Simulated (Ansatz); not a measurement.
ScAl3: relaxation of cell and atoms with PBEsol

Crystal: ScAl3.

```xyz
4
Lattice="4.0878 0.0000 0.0000 0.0000 4.0878 0.0000 0.0000 0.0000 4.0878" Properties=species:S:1:pos:R:3 pbc="T T T"
Sc    0.0000    0.0000    0.0000
Al    2.0439    2.0439    0.0000
Al    0.0000    2.0439    2.0439
Al    2.0439    0.0000    2.0439
```

The cell is a database's computed one.

```yaml
Program: Ansatz 0.2.0
Task: relaxation of cell and atoms
Functional: PBEsol
Potentials_or_basis: Ansatz PAW
Cutoff: "420 eV (not typed: the program's choice for these potentials)"
k_mesh: 7 × 7 × 7
Occupations: fermi-dirac, width 0.05 eV
Spin: no spin polarisation
Target_pressure: 2 GPa
Target_pressure_GPa: 2
```

```
Relaxed volume                                         : 16.52 Å³/atom
Relaxed cell                                           : a = 4.043 Å, b = 4.043 Å, c = 4.043 Å, α = 90.00°, β = 90.00°, γ = 90.00°
Space group after relaxing (to 0.05 Å)                 : Pm-3m (No. 221)
Energy change on relaxing (the enthalpy is what falls) : +1.3 meV/atom
Ionic steps                                            : 5
Pressure after relaxing                                : 2.0 GPa
Band gap on the k mesh                                 : none (metal or under the smearing width)
```

Step by step:
```
step  energy change (eV)  largest force (eV/Å)  volume (Å³)
   1              0.0000                0.0000        68.31
   2              0.0419                0.0000        64.32
   3              0.0038                0.0000        66.18
   4              0.0048                0.0000        66.09
   5              0.0054                0.0000        66.09
```

Final structure:
```cif
data_structure
_symmetry_space_group_name_H-M 'P 1'
_symmetry_Int_Tables_number 1
_cell_length_a 4.0432
_cell_length_b 4.0432
_cell_length_c 4.0432
_cell_angle_alpha 90.000
_cell_angle_beta 90.000
_cell_angle_gamma 90.000
_cell_volume 66.09
loop_
_atom_site_label
_atom_site_type_symbol
_atom_site_fract_x
_atom_site_fract_y
_atom_site_fract_z
_atom_site_occupancy
Sc1 Sc 0.00000 0.00000 0.00000 1
Al1 Al 0.50000 0.50000 0.00000 1
Al2 Al 0.00000 0.50000 0.50000 1
Al3 Al 0.50000 0.00000 0.50000 1
```

Levels at points of the mesh, in eV from the Fermi level:
| k point | band 7 | band 8 | band 9 | band 10 | band 11 | band 12 | band 13 | band 14 |
| --- | --- | --- | --- | --- | --- | --- | --- | --- |
| (0.00, 0.00, 0.00) | -2.56 | -1.71 | -1.71 | -1.71 | 1.33 | 1.41 | 1.41 | 1.41 |

It took 4 s on 2 threads of Arm Neoverse V1, on a shared host, peak memory 0.33 GiB.

Caveat: the plane-wave basis is chosen anew once the cell has moved, so the energies of steps on either side of that aren't comparable; the PAW data sets come from PBE, with cores solved anew for the run's functional, which leaves a small shift of forces and pressure.
